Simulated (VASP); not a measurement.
Zr:

```
Zr
1.0
     3.23200    0.00000    0.00000
    -1.61600    2.79899    0.00000
     0.00000    0.00000    5.14700
Zr
2
Direct
  0.66667 0.33333 0.75000
  0.33333 0.66667 0.25000
```

```yaml
Program: VASP 6.6.1
Task: relaxation of cell and atoms
Functional: LDA
Potentials_or_basis: VASP PAW LDA potentials, release 64 (Zr_sv)
Cutoff: 600 eV
k_mesh: 8 × 8 × 4
Occupations: fermi-dirac, width 0.05 eV
Spin: no spin polarisation
```

At the start: pressure -5.7 GPa; volume 23.28 Å³/atom.

**Question.** Where does the relaxation end?

**Answer.** Over 11 steps the energy falls by 25.1 meV/atom and the volume is 21.93 Å³/atom (-5.8 %); space group P6_3/mmc (No. 194, to 0.05 Å).

The path:
```csv
step,energy change (eV),largest force (eV/Å),pressure (GPa),volume (Å³)
1,0.0000,0.0000,-5.72,46.56
2,0.0075,0.0000,7.15,41.19
3,-0.0500,0.0000,-0.06,43.89
4,-0.0500,0.0000,0.06,43.84
5,-0.0502,0.0000,0.05,43.84
6,-0.0502,0.0000,0.05,43.83
7,-0.0502,0.0000,0.05,43.83
8,-0.0502,0.0000,0.05,43.83
9,-0.0502,0.0000,0.05,43.83
10,-0.0502,0.0000,-0.05,43.87
11,-0.0502,0.0000,0.00,43.85
```

Final structure:
```xyz
2
Lattice="3.1623 0.0000 0.0000 -1.5811 2.7386 0.0000 0.0000 0.0000 5.0634" Properties=species:S:1:pos:R:3 pbc="T T T"
Zr    1.5811    0.9129    3.7976
Zr    0.0000    1.8257    1.2659
```
